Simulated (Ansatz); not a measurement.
The system is PbF2 (Fluorocronite).

```
Pb F
1.0
     0.00000    2.96366    2.96366
     2.96366    0.00000    2.96366
     2.96366    2.96366    0.00000
Pb F
1 2
Direct
  0.00000 0.00000 0.00000
  0.75000 0.75000 0.75000
  0.25000 0.25000 0.25000
```

Base run:

* Program: Ansatz 0.2.0
* Functional: PBE
* Potentials or basis: Ansatz PAW
* Cutoff: 420 eV
* Density cutoff: 1680 eV
* k mesh: 8 × 8 × 8
* Occupations: gaussian, width 0.05 eV
* Spin: no spin polarisation

Its results: band gap on the k mesh 4.42 eV, indirect (least direct gap 4.57 eV); pressure 2.7 GPa.

**Question.** The run is repeated on the same cell with these changes: functional from PBE to RPBE. What comes out?

**Answer.** Band gap on the k mesh 4.55 eV, indirect (least direct gap 4.69 eV); pressure 5.9 GPa.

RPBE binds less tightly than PBE, so the same cell stands under more pressure.

Caveats: spin-orbit coupling is left out, which as a rule narrows the gap of such compounds by several tenths of an eV; the potentials were made for another functional, which shifts forces and pressure (some runs); the PAW data sets come from PBE, with cores solved anew for the run's functional, which leaves a small shift of forces and pressure (some runs).

A k mesh can miss the band edges.

Not every run made on this cell is shown here.
